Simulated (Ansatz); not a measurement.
**Band table of PbS (begun as wurtzite type, now flat h-MgO)**

```yaml
crystal:
  lattice:
    - [4.81454, 0.00000, 0.00000]
    - [-2.40727, 4.16952, 0.00000]
    - [0.00000, 0.00000, 5.78399]
  atoms:
    - { symbol: Pb, position: [0.33333, 0.66667, 0.93792] }
    - { symbol: Pb, position: [0.66667, 0.33333, 0.43792] }
    - { symbol: S, position: [0.33333, 0.66667, 0.43808] }
    - { symbol: S, position: [0.66667, 0.33333, 0.93808] }
```

The cell comes from a relaxation on PAW files under the same functional, begun from a prototype that needn't be the stable phase.

Computed with Ansatz 0.2.0; functional PBE, scalar-relativistic. Settings: a Γ-centred 9×9×5 k mesh, Fermi–Dirac smearing of 0.05 eV, no spin polarisation. Methods: PAW: frozen-core files, cutoff 420 eV.

This run: volume at 0.88 of the series' base cell.

Spin–orbit coupling is left out, which matters for the heavy atoms.

Path points, in fractions of the reciprocal vectors: Γ (0.000, 0.000, 0.000), M (0.500, 0.000, 0.000), K (0.333, 0.333, 0.000), A (0.000, 0.000, 0.500), L (0.500, 0.000, 0.500), H (0.333, 0.333, 0.500). Levels in eV from the valence-band top; bands 1 to 22, counted from the lowest band of the run. The gap is 1.23 eV, the pressure 6.89 GPa.

```
# k(1/Å) point b1 b2 b3 b4 b5 b6 b7 b8 b9 b10 b11 b12 b13 b14 b15 b16 b17 b18 b19 b20 b21 b22
0.000 Γ -17.09 -16.92 -16.92 -16.92 -16.92 -16.91 -16.91 -16.88 -16.84 -16.84 -13.96 -12.07 -7.11 -5.73 -5.47 -3.73 -3.73 -2.47 -2.42 -2.42 1.69 1.69
0.188 - -17.09 -16.93 -16.92 -16.92 -16.92 -16.91 -16.91 -16.88 -16.84 -16.83 -13.87 -12.06 -7.42 -6.08 -5.38 -3.87 -3.41 -2.58 -2.48 -2.10 1.49 1.99
0.377 - -17.08 -16.96 -16.92 -16.92 -16.91 -16.91 -16.91 -16.88 -16.85 -16.83 -13.61 -12.07 -7.99 -6.80 -5.12 -4.16 -2.89 -2.87 -2.64 -1.51 1.49 2.81
0.565 - -17.08 -16.99 -16.92 -16.91 -16.90 -16.90 -16.89 -16.88 -16.85 -16.83 -13.25 -12.18 -8.35 -7.48 -4.76 -4.41 -3.31 -2.81 -2.61 -1.08 2.15 3.34
0.753 M -17.07 -17.00 -16.92 -16.91 -16.90 -16.89 -16.88 -16.88 -16.86 -16.83 -13.03 -12.31 -8.42 -7.80 -4.53 -4.50 -3.57 -2.87 -2.56 -0.94 3.03 3.09
0.862 - -17.07 -17.00 -16.92 -16.91 -16.90 -16.89 -16.88 -16.88 -16.86 -16.83 -13.00 -12.33 -8.41 -7.83 -4.64 -4.49 -3.60 -2.96 -2.31 -0.83 2.90 3.05
0.971 - -17.06 -17.01 -16.93 -16.91 -16.89 -16.89 -16.88 -16.88 -16.86 -16.82 -12.92 -12.38 -8.38 -7.92 -4.91 -4.40 -3.70 -3.13 -1.77 -0.64 2.72 2.97
1.080 - -17.05 -17.02 -16.93 -16.92 -16.89 -16.89 -16.88 -16.88 -16.87 -16.82 -12.79 -12.48 -8.32 -8.06 -5.10 -4.25 -3.85 -3.26 -1.19 -0.60 2.71 2.93
1.188 K -17.04 -17.04 -16.93 -16.92 -16.89 -16.88 -16.88 -16.88 -16.88 -16.82 -12.63 -12.63 -8.21 -8.21 -5.17 -4.05 -4.05 -3.31 -0.78 -0.78 2.88 2.88
1.406 - -17.06 -17.01 -16.93 -16.92 -16.89 -16.89 -16.88 -16.87 -16.86 -16.82 -13.05 -12.29 -8.38 -7.77 -4.94 -4.54 -3.55 -3.15 -1.55 -0.72 2.03 3.17
1.623 - -17.08 -16.97 -16.92 -16.92 -16.90 -16.90 -16.90 -16.87 -16.85 -16.83 -13.50 -12.09 -8.13 -7.03 -5.01 -4.42 -3.02 -2.83 -2.42 -1.27 1.42 3.15
1.841 - -17.09 -16.94 -16.92 -16.92 -16.91 -16.91 -16.91 -16.88 -16.84 -16.83 -13.84 -12.06 -7.50 -6.18 -5.35 -3.93 -3.30 -2.62 -2.51 -2.01 1.43 2.10
2.059 Γ -17.09 -16.92 -16.92 -16.92 -16.92 -16.91 -16.91 -16.88 -16.84 -16.84 -13.96 -12.07 -7.11 -5.73 -5.47 -3.73 -3.73 -2.47 -2.42 -2.42 1.69 1.69
2.194 - -17.08 -16.93 -16.93 -16.93 -16.93 -16.90 -16.90 -16.88 -16.84 -16.84 -13.91 -12.17 -7.25 -5.95 -5.04 -3.68 -3.68 -2.46 -2.46 -2.15 1.68 1.68
2.330 - -17.05 -16.94 -16.94 -16.93 -16.93 -16.90 -16.88 -16.88 -16.84 -16.84 -13.77 -12.45 -7.41 -6.39 -4.06 -3.54 -3.54 -2.60 -2.60 -1.46 1.68 1.68
2.466 - -17.00 -16.94 -16.94 -16.94 -16.94 -16.92 -16.87 -16.87 -16.84 -16.84 -13.53 -12.82 -7.39 -6.85 -3.33 -3.33 -2.84 -2.82 -2.82 -1.02 1.78 1.78
2.602 A -16.96 -16.96 -16.94 -16.94 -16.94 -16.94 -16.85 -16.85 -16.85 -16.85 -13.20 -13.20 -7.20 -7.20 -3.07 -3.07 -3.07 -3.07 -1.63 -1.63 2.01 2.01
2.790 - -16.97 -16.97 -16.94 -16.94 -16.93 -16.93 -16.86 -16.86 -16.86 -16.86 -13.13 -13.13 -7.48 -7.48 -3.19 -3.19 -2.91 -2.91 -1.48 -1.48 1.72 1.72
2.978 - -16.97 -16.97 -16.93 -16.93 -16.92 -16.92 -16.87 -16.87 -16.86 -16.86 -12.95 -12.95 -8.09 -8.09 -3.44 -3.44 -2.64 -2.64 -1.13 -1.13 1.51 1.51
3.167 - -16.97 -16.97 -16.92 -16.92 -16.92 -16.92 -16.87 -16.87 -16.86 -16.86 -12.74 -12.74 -8.65 -8.65 -3.66 -3.66 -2.48 -2.48 -0.88 -0.88 1.47 1.47
3.355 L -16.97 -16.97 -16.92 -16.92 -16.91 -16.91 -16.87 -16.87 -16.86 -16.86 -12.65 -12.65 -8.88 -8.88 -3.75 -3.75 -2.43 -2.43 -0.80 -0.80 1.41 1.41
3.464 - -16.97 -16.97 -16.92 -16.92 -16.91 -16.91 -16.87 -16.87 -16.86 -16.86 -12.63 -12.63 -8.90 -8.90 -3.88 -3.88 -2.30 -2.30 -0.70 -0.70 1.39 1.39
3.573 - -16.97 -16.97 -16.92 -16.92 -16.91 -16.91 -16.87 -16.87 -16.86 -16.86 -12.61 -12.61 -8.94 -8.94 -4.11 -4.11 -2.08 -2.08 -0.43 -0.43 1.32 1.32
3.681 - -16.97 -16.97 -16.93 -16.93 -16.91 -16.91 -16.87 -16.87 -16.87 -16.87 -12.57 -12.57 -9.00 -9.00 -4.29 -4.29 -1.94 -1.94 -0.13 -0.13 1.25 1.25
3.790 H -16.97 -16.97 -16.93 -16.93 -16.91 -16.91 -16.87 -16.87 -16.87 -16.87 -12.56 -12.56 -9.02 -9.02 -4.35 -4.35 -1.90 -1.90 0.00 0.00 1.23 1.23
4.008 - -16.97 -16.97 -16.92 -16.92 -16.91 -16.91 -16.87 -16.87 -16.86 -16.86 -12.65 -12.65 -8.84 -8.84 -4.14 -4.14 -2.05 -2.05 -0.34 -0.34 1.28 1.28
4.225 - -16.97 -16.97 -16.92 -16.92 -16.92 -16.92 -16.87 -16.87 -16.86 -16.86 -12.88 -12.88 -8.28 -8.28 -3.67 -3.67 -2.43 -2.43 -0.93 -0.93 1.37 1.37
4.443 - -16.97 -16.97 -16.94 -16.94 -16.93 -16.93 -16.86 -16.86 -16.86 -16.86 -13.11 -13.11 -7.56 -7.56 -3.24 -3.24 -2.85 -2.85 -1.43 -1.43 1.65 1.65
4.660 A -16.96 -16.96 -16.94 -16.94 -16.94 -16.94 -16.85 -16.85 -16.85 -16.85 -13.20 -13.20 -7.20 -7.20 -3.07 -3.07 -3.07 -3.07 -1.63 -1.63 2.01 2.01
```
